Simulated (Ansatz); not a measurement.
Runs of Ansatz 0.2.0 on Ta. Symmetry: Im-3m, No. 229, cubic system. The conventional cell has a = 3.303 Å, b = 3.303 Å, c = 3.303 Å, α = 90.00°, β = 90.00°, γ = 90.00°. Ta (site symmetry m-3m) has 8 Ta at 2.86 Å as nearest neighbours. 

```csv
task,level,potentials or basis,spin,cell,k mesh,cutoff (eV),smearing,basis error allowed,mesh quality,gap on the mesh (eV),pressure (GPa)
band structure,BLYP,"all-electron LAPW, scalar-relativistic",off,as given,11 × 11 × 11,262,fermi-dirac 0.05 eV,0.001 eV/atom,not flagged,-,8.7
single point,PBE,"all-electron LAPW, scalar-relativistic",off,as given,4 × 4 × 4,229,fermi-dirac 0.02 eV,0.003 eV/atom,coarse,none,3.1
atomic charges,LDA+D3(BJ),"all-electron LAPW, relativistic spinors","SOC, no magnetisation",as given,8 × 8 × 8,263,gaussian 0.05 eV,0.001 eV/atom,coarse,none,(a)
relaxation of cell and atoms,RPBE,"all-electron LAPW, scalar-relativistic",off,relaxed,11 × 11 × 11,-,fermi-dirac 0.05 eV,0.001 eV/atom,not flagged,-,0.0
elastic constants,LDA,"all-electron LAPW, scalar-relativistic",off,as given,8 × 8 × 8,284,fermi-dirac 0.05 eV,0.001 eV/atom,coarse,none,-10.7
```

**Question.** Estimate the missing entries.

**Answer.** (a) -17.0.

Caveats: some runs use coarse meshes; the k mesh is thin for a metal, which can move the energy by tens of meV per atom (some runs); spin-orbit coupling is left out, which moves the levels of the heavy elements (some runs); so large a pressure means that the cell lies far from this level's equilibrium, or that cutoff or potentials fall short (some runs); pairwise dispersion overbinds metals, which lowers pressure and volume (some runs); the dispersion damping was fitted for another functional or another form of the correction (some runs); a metal's response needs a denser mesh (some runs); the cell is more than 3 GPa from zero pressure, which shifts response properties (some runs).

A k mesh can miss the band edges, and rows without SOC leave out spin-orbit coupling on Ta.

A gap of «none» marks a metal or a gap under the smearing width.

The runs don't all hold the same shells in valence.
